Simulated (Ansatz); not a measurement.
Cs:

```
CELL_PARAMETERS angstrom
-3.12847 3.12847 3.12847
3.12847 -3.12847 3.12847
3.12847 3.12847 -3.12847
ATOMIC_POSITIONS crystal
Cs 0.00000 0.00000 0.00000
```

* Program: Ansatz 0.2.0
* Task: single point
* Functional: PBE
* Potentials or basis: Ansatz PAW
* Cutoff: 420 eV (not typed: the program's choice for these potentials)
* k mesh: 6 × 6 × 6
* Occupations: fermi-dirac, width 0.05 eV
* Spin: no spin polarisation

On this cell: pressure -0.1 GPa; band gap on the k mesh none (metal or under the smearing width).

The same run follows on a disturbed copy (cell strained at random at fixed volume):

```xyz
1
Lattice="-3.2699 3.2072 3.2746 3.1395 -3.0609 2.9979 3.1843 2.9753 -3.1284" Properties=species:S:1:pos:R:3 pbc="T T T"
Cs    0.0301   -0.0100    0.0076
```

What does the disturbed cell give?

The energy (extrapolated to zero smearing) moves by -0.8 meV/atom; pressure -0.1 GPa; band gap on the k mesh none (metal or under the smearing width).
